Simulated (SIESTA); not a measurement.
The system is PbO2.

```
CELL_PARAMETERS angstrom
4.99496 0.00000 0.00000
0.00000 4.99496 0.00000
0.00000 0.00000 3.40900
ATOMIC_POSITIONS crystal
Pb 0.50000 0.50000 0.50000
Pb 0.00000 0.00000 0.00000
O 0.69257 0.69257 0.00000
O 0.80743 0.19257 0.50000
O 0.19257 0.80743 0.50000
O 0.30743 0.30743 0.00000
```

The cell is a database's computed one.

```yaml
Program: SIESTA 5.4.2
Task: single point
Functional: PBE
Potentials_or_basis: PseudoDojo 0.4 standard (PBE files)
Basis: DZP (energy shift 0.003 Ry; two zetas on semicore shells)
Grid_cutoff: 800 Ry
Energy_shift: 0.003 Ry
k_mesh: 6 × 6 × 8
Occupations: fermi-dirac, width 0.05 eV
Spin: no spin polarisation
```

On this cell: pressure 11.5 GPa; largest force 0.042 eV/Å; band gap on the k mesh none (metal or under the smearing width).

The same run follows on a disturbed copy (atoms moved at random, drawn with an rms of 0.05 Å):

```
CELL_PARAMETERS angstrom
4.99496 0.00000 0.00000
0.00000 4.99496 0.00000
0.00000 0.00000 3.40900
ATOMIC_POSITIONS crystal
Pb 0.50275 0.50156 0.51760
Pb 0.99893 0.00657 0.00787
O 0.69511 0.70376 0.99526
O 0.80417 0.19329 0.49591
O 0.18807 0.81706 0.50322
O 0.30055 0.30407 0.01422
```

Problem. What changes?

Solution. The energy (extrapolated to zero smearing) moves by +16.5 meV/atom; pressure 11.9 GPa; largest force 1.143 eV/Å; band gap on the k mesh none (metal or under the smearing width).

Forces in eV/Å, atoms in the order of the input:
```
Pb  -0.536  0.320 -0.688
Pb  -0.073 -0.277 -0.570
O   -0.488 -0.500  0.618
O   -0.229  0.235  0.442
O    0.555 -0.623  0.198
O    0.771  0.844  0.000
```

Stress tensor (GPa, compression positive):
```
10.68  0.97  0.33
 0.97 10.59  0.99
 0.33  0.99 14.34
```

Caveats: the basis of atomic orbitals isn't converged, which shifts pressures, moduli and gaps.
